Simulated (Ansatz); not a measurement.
# CuO: the cost of one run

Computed with Ansatz 0.2.0 (DFT PBE, scalar-relativistic, plane waves, PAW, unless a step's input says otherwise).

1 further run of the same task is left out (it didn't finish).

## 1. The starting structure

Symmetry: Cccm, No. 66, orthorhombic system. Conventional cell: a = 4.164 Å, b = 4.176 Å, c = 5.151 Å, α = 90.00°, β = 90.00°, γ = 90.00°. Cu (site symmetry 2/m) has 4 O at 1.96 Å in its first shell of neighbours. O (site symmetry 222) is surrounded by 4 Cu at 1.96 Å.

Coordinates:

```
Cu O
1.0
     4.16430    0.00000    0.00000
     0.00000    4.17588    0.00000
     0.00000    0.00000    5.15126
Cu O
4 4
Cartesian
  1.0411 1.0440 2.5756
  1.0411 3.1319 0.0000
  3.1232 3.1319 2.5756
  3.1232 1.0440 0.0000
  2.0821 0.0000 3.8634
  2.0821 0.0000 1.2878
  0.0000 2.0879 3.8634
  0.0000 2.0879 1.2878
```

It goes back to an entry of the Materials Project, which need not be the stable form.

The unstrained cell comes from an earlier run at this level (8 atoms, E(σ→0) -28765.1299 eV, gap none (metal)).

## 2. The cell strained by -2.0 %

The input, input.yaml:

```yaml
crystal:
  lattice:
    - [4.1642993779, 0.0, 0.0]
    - [0.0, 4.1758848781, 0.0]
    - [0.0, 0.0, 5.0482368622]
  atoms:
    - { symbol: Cu, position: [0.25, 0.25, 0.5] }
    - { symbol: Cu, position: [0.25, 0.75, 0.0] }
    - { symbol: Cu, position: [0.75, 0.75, 0.5] }
    - { symbol: Cu, position: [0.75, 0.25, 0.0] }
    - { symbol: O, position: [0.5, 0.0, 0.75] }
    - { symbol: O, position: [0.5, 0.0, 0.25] }
    - { symbol: O, position: [0.0, 0.5, 0.75] }
    - { symbol: O, position: [0.0, 0.5, 0.25] }
basis:
  ecutwfc: 420
kpoints:
  mp_grid: { grid: [8, 8, 8] }
hamiltonian:
  xc: pbe
scf:
  occupations: { method: gaussian, width: 0.1 }
output:
  forces: true
  stress: true
  eigenvalues: true
```

On the command line:

```
> ansatz run input.yaml --threads 1 --pin off --max-ram 2560MiB --backend cpu --events-out ev --progress --plain --runs-dir out
```

What time and memory should one allow on 1 thread of Arm Neoverse V1, shared host?

About 34 s, with a peak of 0.66 GiB.
